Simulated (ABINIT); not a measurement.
Runs of ABINIT 10.8.3 (patched build) on HfN. Symmetry: Fm-3m, No. 225, cubic system. Conventional cell: a = 4.512 Å, b = 4.512 Å, c = 4.512 Å, α = 90.00°, β = 90.00°, γ = 90.00°. Around Hf (site symmetry m-3m) lie 6 N at 2.26 Å. N (site symmetry m-3m) has 6 Hf at 2.26 Å as nearest neighbours. 

```csv
task,level,potentials or basis,gap on the mesh (eV),V0 of scaled cells (Å³/atom),B0 (GPa)
band structure,PW91,JTH PAW PBE v2.0,none,-,-
equation of state,LDA-PZ,JTH PAW LDA v2.0,-,11.10,307
band structure,BLYP,JTH PAW PBE v2.0,none,-,-
band structure,RPBE,JTH PAW PBE v2.0,none,-,-
equation of state,WC,JTH PAW PBE v2.0,-,11.40,(a)
equation of state,revPBE+D3(BJ),JTH PAW PBE v2.0,-,11.39,283
band structure,LDA-PZ,JTH PAW LDA v2.0,none,-,-
equation of state,PW91,JTH PAW PBE v2.0,-,(c),(b)
```

Alike in all rows: no spin polarisation; cell as given; k mesh 10 × 10 × 10; cutoff (eV) 680; smearing fermi-dirac 0.05 eV.

Question: Estimate the missing entries.

Answer: (a) 288; (b) 270; (c) 11.68.

Caveats: the PAW data sets were made with another functional, which shifts forces and pressure a little (some runs); spin-orbit coupling is left out, which moves the levels of the heavy elements (some runs); pressures at fixed basis lie under the slope of the energies (some runs).

A k mesh can miss the band edges, and the runs leave out spin-orbit coupling on Hf.

A gap of «none» marks a metal or a gap under the smearing width.

Runs at the PBE level aren't shown here.
